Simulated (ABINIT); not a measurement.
A run of ABINIT 10.8.3 (patched build):

The input run.abi:

```
# Pseudopotentials
pp_dirpath "./"
pseudos "Pb.upf, Se.upf"

# Structure
acell 8.1835233468 8.1835233468 11.573249705
rprim
     0.0000000000    -0.7071067812    -0.7071067812
     0.0000000000     0.7071067812    -0.7071067812
     1.0000000000     0.0000000000     0.0000000000
ntypat 2
znucl 82 34
natom 4
typat 1 1 2 2
xred
     0.5040796400     0.4961340900     0.4913139600
     0.9987452500     0.0130433500     0.0058154500
     0.4996734600     0.5059453200     0.0051592200
     0.9975016600     0.9848772400     0.4977113700
chkprim 0
chksymtnons 0
tolsym 1.0e-6

# Plane-wave basis
ecut 43.0

# k points
kptopt 1
ngkpt 4 4 4
nshiftk 1
shiftk 0.0 0.0 0.0

# Exchange and correlation
ixc -116133

# Bands and occupations
nband 36
occopt 3
tsmear 0.05 eV

# SCF cycle
nstep 100
tolvrs 1.0e-10

# Output
iomode 3
prtwf 0
prtden 0
prteig 0
prtebands 0
enunit 2
```

Potentials or basis: PseudoDojo NC SR PBEsol v0.4.1 standard.

Command:

```sh
$ abinit run.abi > log 2>&1
```

Hardware: 1 thread of Arm Neoverse V1 (shared host).

Question: Estimate the wall time of this run.

Answer: It took 9.8 min on 1 thread of Arm Neoverse V1, on a shared host, peak memory 0.29 GiB. Counts: scf iterations 13, mpi ranks 1, k points 36, bands 36, plane waves 10476.
